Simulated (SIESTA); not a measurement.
**Al under changes of volume**

One of the cells (16.603 Å³/atom); the others are scaled copies at fixed shape and fractional positions:

```
Al
1.0
     0.00000    2.02481    2.02481
     2.02481    0.00000    2.02481
     2.02481    2.02481    0.00000
Al
1
Direct
  0.00000 0.00000 0.00000
```

| Quantity | Value |
| --- | --- |
| Program | SIESTA 5.4.2 |
| Functional | LDA |
| Potentials or basis | PseudoDojo 0.4 standard (LDA files) |
| Basis | DZP (energy shift 0.003 Ry) |
| Grid cutoff | 500 Ry |
| Energy shift | 0.003 Ry |
| k mesh | 11 × 11 × 11 |
| Occupations | fermi-dirac, width 0.05 eV |
| Spin | no spin polarisation |

```tsv
volume (Å³/atom)	energy over the lowest point (meV/atom)	pressure (GPa)
15.607	0.89	1.4
15.939	0.00	-0.5
16.271	2.88	-2.2
16.603	9.07	-3.7
16.935	18.18	-5.0
17.267	29.89	-6.2
17.599	?	?
```

Task: What does the run at 17.599 Å³/atom give?

Result: Energy over the lowest point 43.83 meV/atom; pressure -7.2 GPa.

Worked out: A Birch-Murnaghan fit of order 3 (a polynomial in V^(-2/3)) to the other rows has its minimum at 15.85 Å³/atom with B0 = V·E''(V) = 89 GPa and B' = 4.9. It gives 43.87 meV/atom at 17.599 Å³/atom, against the run's 43.83, and -dE/dV = -7.3 GPa, against -7.2.

Energies are extrapolated to zero smearing.

Caveats: the basis of atomic orbitals isn't converged, which shifts pressures, moduli and gaps.
